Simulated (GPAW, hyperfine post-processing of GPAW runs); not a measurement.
# LiMnF4: isotropic lines and sites in a paramagnetic 7Li spectrum

Calculated values: DFT, revPBE+U, plane-wave PAW, GPAW setups, collinear spin, scalar-relativistic (GPAW), contact and point-dipole shifts scaled to 298 K with Θ = 0 K (a pure Curie law); spin-only moments, above the ordering temperature.

```
Mn F Li
1.0
     6.41783    0.00000    0.00000
     0.00000    6.70641    0.00000
     0.00000    0.00000    3.17153
Mn F Li
2 8 2
Direct
  0.50000 0.00000 0.00346
  0.00000 0.50000 0.99654
  0.78815 0.00000 0.99895
  0.21185 0.00000 0.99895
  0.00000 0.69232 0.49574
  0.50000 0.80768 0.50426
  0.00000 0.30768 0.49574
  0.50000 0.19232 0.50426
  0.71185 0.50000 0.00105
  0.28815 0.50000 0.00105
  0.50000 0.50000 0.51706
  0.00000 0.00000 0.48294
```

7Li MAS at 4.7 T (77.8 MHz), 20 kHz, 298 K; contact and dipolar shift alone, no orbital or quadrupolar part; lines under 1.5 % of the strongest are left out. Lines of the NMR spectrum (strongest = 100):

```tsv
position (ppm)	intensity
-825.2	2.8
-568.1	11
-310.9	37
-53.8	45
203.4	79
460.5	100
717.7	24
974.8	4.9
```

**Question.** Which lines are isotropic ones rather than spinning sidebands, and which Li atoms give them?

Sidebands are spaced by 257 ppm (the spinning rate over the resonance of 77.8 MHz). An isotropic line need not be the tallest: it is the area-weighted centre of its own family of sidebands, and the one that stays put when the rate is changed. Isotropic shifts: 203 ppm for atom 11 and the 1 atom equivalent to it (8 Mn through links of 128 to 131° (8)), reduced anisotropy -786 ppm.

[Logs are printed without paths, hosts, clocks, repeated set-up lines and the standing remarks that a program may print on its own settings, such as how far it seeks lower states.]

[Hosts, paths, dates, database ids (printed as entryN), source tags and the programs' standing remarks are cut or masked in the printed files.]
